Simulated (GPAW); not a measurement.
Runs of GPAW 26.7.0 on Ba. It takes space group Im-3m (No. 229, cubic). Conventional cell: a = 5.013 Å, b = 5.013 Å, c = 5.013 Å, α = 90.00°, β = 90.00°, γ = 90.00°. Around Ba (site symmetry m-3m) lie 8 Ba at 4.34 Å. 

```csv
level,potentials or basis,spin,fixed moment (μB),smearing,gap on the mesh (eV),pressure (GPa)
PBEsol,"PAW data sets generated in the run's folder for this functional, pw",off,-,gaussian 0.05 eV,none,-0.7
PBE,"GPAW PAW data sets (gpaw-data 1.2.1), pw",off,-,gaussian 0.1 eV,none,(a)
PBEsol+D3(BJ),"PAW data sets generated in the run's folder for this functional, pw","collinear, ferromagnetic start",2.0,fermi-dirac 0.05 eV,-,-1.2
RPBE,"the program's PAW data sets (release 1.2.1) made for this functional, pw",off,-,gaussian 0.1 eV,none,0.7
```

Alike in all rows: task single point; cell as given; k mesh 8 × 8 × 8; cutoff (eV) 600.

Task: Estimate the missing entries.

Result: (a) 0.0.

Caveats: the total moment is fixed, so each spin has its own Fermi level (some runs).

A k mesh can miss the band edges, and the runs leave out spin-orbit coupling on Ba.

A gap of «none» marks a metal or a gap under the smearing width.
